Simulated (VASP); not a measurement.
TiO, 2 atoms in the cell. It takes space group P4/mmm (No. 123, tetragonal). The conventional cell has a = 3.009 Å, b = 3.009 Å, c = 3.680 Å, α = 90.00°, β = 90.00°, γ = 90.00°. Ti (site symmetry 4/mmm) is surrounded by 2 O at 1.84 Å. O (site symmetry 4/mmm) has 2 Ti at 1.84 Å as nearest neighbours. The cell was built by a generator and needn't be a form met in nature.

```yaml
Program: VASP 6.6.1
Task: single point
Functional: HSE(alpha, omega)
Potentials_or_basis: VASP PAW PBE potentials, release 64 (Ti_sv, O)
Cutoff: 520 eV
k_mesh: 5 × 5 × 4
Occupations: fermi-dirac, width 0.05 eV
Spin: no spin polarisation
Share_of_exact_exchange: 0.15
Grid_for_exact_exchange_PRECFOCK: Fast
Further_INCAR_settings: ALGO = Normal; EDIFF = 1e-07; NBANDS = 16
```

Potentials or basis: VASP PAW PBE potentials, release 64 (Ti_sv, O).

The run is started by

```console
$ cat potpaw_PBE.64/Ti_sv/POTCAR potpaw_PBE.64/O/POTCAR > POTCAR
$ cp INCAR.step1 INCAR
$ mpirun -np 1 vasp_std > vasp.out
$ cp INCAR.step2 INCAR
$ mpirun -np 1 vasp_std > vasp.out
```

Hardware: 1 thread of AMD EPYC 9R45 (Zen 5), with other jobs on the host.

Q: Estimate the wall time of this run.

A: Run time: 6.9 min on 1 thread of AMD EPYC 9R45 (Zen 5), on a shared host, peak memory 0.22 GiB. Counts: scf iterations 15, k points 18.
